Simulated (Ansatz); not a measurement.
CsCl (CsCl type, Pm-3m), plane-wave PAW PBEsol (Ansatz code): ε∞ = 2.98, cell volume 67.33 Å³. Infrared-active transverse modes:

```csv
ω_TO (cm⁻¹),oscillator strength S_xx (e²/amu)
92.9,0.06431
```

### Question
Compute the static dielectric constant.

### Answer
Each mode adds (4.921e7/V) S/ω²: 5.44. So ε0 = 8.42.

### Question
What LO frequency does the Lyddane–Sachs–Teller relation give?

### Answer
ω_LO = ω_TO √(ε0/ε∞) = 156 cm⁻¹.

Symmetry was held in the PBEsol relaxation; phonons on a q-mesh show no instability. Scalar-relativistic: spin–orbit coupling is off unless named, which matters more the heavier the elements.

Potentials: the later of the program's two PAW sets.
